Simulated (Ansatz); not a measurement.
LaAlO$_{3}$ (Pm-3m), PBEsol with spin-orbit coupling, rigid bands (Ansatz, a first-principles code): N_v = 4.50e20 cm⁻³ at 300 K and a hole conductivity mass of 1.57 mₑ.

### Question
For 1e16 holes per cm³ at 300 K, place the Fermi level, estimate the Seebeck coefficient of a parabolic band with constant τ, and give mobility and conductivity for τ = 20 fs.

### Answer
The level lies k_BT ln(N_v/p) = 0.277 eV above the valence-band maximum. S ≈ +(k_B/e)[ln(N_v/p) + 5/2] = 1139 μV/K, against 1149 μV/K from the full bands (mean over directions). μ = eτ/m = 22.4 cm²/(V·s) and σ = peμ = 0.0359 S/cm. τ is assumed, not computed.

Band transport and this doping are assumed; polarons and phonon drag are left out.

LaAlO3 (Pm-3m): a high-temperature phase held by its symmetry.
